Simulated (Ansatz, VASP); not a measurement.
## AlN: VASP beside Ansatz

Contents of INCAR:

```
SYSTEM = AlN
ALGO = Normal ; EDIFF = 1E-6
ENCUT = 520 ; GGA = PS
ISIF = 2 ; ISMEAR = 0
LASPH = .TRUE. ; LCHARG = .TRUE.
LELF = .TRUE. ; LREAL = .FALSE.
LVHAR = .TRUE. ; LWAVE = .FALSE.
NBANDS = 11 ; NELM = 80
PREC = Accurate ; SIGMA = 0.05
```

Contents of KPOINTS:

```
k-points
0
G
  10 10 10
  0 0 0
```

File POSCAR:

```
AlN
1.0
   -0.1649108235      2.0126088528      2.0126088528
    2.0126088528     -0.1649108235      2.0126088528
    2.0126088528      2.0126088528     -0.1649108235
Al N
1 1
Direct
    0.5000000000      0.5000000000      0.5000000000
    0.0000000000      0.0000000000      0.0000000000
```

Input for Ansatz:

```yaml
crystal:
  lattice:
    - [-0.1649108235, 2.0126088528, 2.0126088528]
    - [2.0126088528, -0.1649108235, 2.0126088528]
    - [2.0126088528, 2.0126088528, -0.1649108235]
  atoms:
    - { symbol: Al, position: [0.5, 0.5, 0.5] }
    - { symbol: "N", position: [0.0, 0.0, 0.0] }
basis:
  ecutwfc: 520.0
kpoints:
  mp_grid: { grid: [10, 10, 10] }
hamiltonian:
  xc: pbesol
  pseudopotentials: { kind: paw, azcp: { folder: soft_1 } }
scf:
  occupations: { method: gaussian, width: 0.05 }
output:
  forces: true
  stress: true
  eigenvalues: true
```

Alike in both runs: task single point; functional PBEsol; k mesh 10 × 10 × 10; occupations gaussian, width 0.05 eV; no spin polarisation.

```csv
,VASP,Ansatz
version,VASP 6.6.1,Ansatz 0.2.0
potentials or method,"VASP PAW PBE potentials, release 64 (Al, N)","scalar-relativistic, plane waves, PAW"
plane-wave cutoff (eV),520,520
valence electrons in the cell,8,8
```

```csv
,VASP,Ansatz,Ansatz less VASP
gap on the k mesh at the Fermi level (eV),2.09,2.09,+0.001
least direct gap on the mesh (eV),2.99,2.98,-0.012
pressure (GPa),-20.7,-20.7,+0.05
largest component of the traceless stress (GPa),18.57,18.55,-0.020
```

The functional is the same, so the differences come from potentials, cutoffs and numerics. Ansatz warned: «pseudo_functional_mismatch».

Caveats: so large a pressure means that the cell lies far from this level's equilibrium, or that cutoff or potentials fall short (VASP); the potentials were made for another functional, which shifts forces and pressure (VASP). A k mesh can miss the band edges.
